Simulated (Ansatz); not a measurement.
Ge:

```
CELL_PARAMETERS angstrom
-2.49590 2.65086 1.43695
2.49590 -2.65086 1.43695
2.49590 2.65086 -1.43695
ATOMIC_POSITIONS crystal
Ge 0.31406 0.06406 0.25000
Ge 0.68594 0.93594 0.75000
```

This isn't the form of Ge at room conditions, which is diamond.

| Property | Result |
| --- | --- |
| Program | Ansatz 0.2.0 |
| Task | relaxation of cell and atoms |
| Functional | B3LYP |
| Potentials or basis | Ansatz PAW |
| Cutoff | 420 eV (not typed: the program's choice for these potentials) |
| k mesh | 6 × 6 × 6 |
| Occupations | fermi-dirac, width 0.05 eV |
| Spin | no spin polarisation |

At the start: volume 19.01 Å³/atom.

Task: How do energy, volume and symmetry change on relaxing?

Result: It ends after 7 steps and the volume is 20.33 Å³/atom (+6.9 %); space group Imma (No. 74, to 0.05 Å).

Step by step:
```tsv
step	energy change (eV)	largest force (eV/Å)	volume (Å³)
1	0.0000	0.0455	38.03
2	-0.0436	0.0241	41.26
3	-0.0461	0.0236	40.73
4	-0.0464	0.0153	40.64
5	-0.0465	0.0069	40.67
6	-0.0465	0.0000	40.65
7	-0.0472	0.0000	40.65
```

Final structure:
```
Ge
1.0
    -2.52370    2.74904    1.46491
     2.52370   -2.74904    1.46491
     2.52370    2.74904   -1.46491
Ge
2
Cartesian
  0.0000 1.3745 0.2108
  2.5237 1.3745 1.2541
```

Caveat: the k mesh is coarse (spacing up to 0.42 Å⁻¹), so the values aren't converged, least of all with exact exchange; the plane-wave basis is chosen anew once the cell has moved, so the energies of steps on either side of that aren't comparable; the PAW data sets come from PBE, with cores solved anew for the run's functional, which leaves a small shift of forces and pressure.
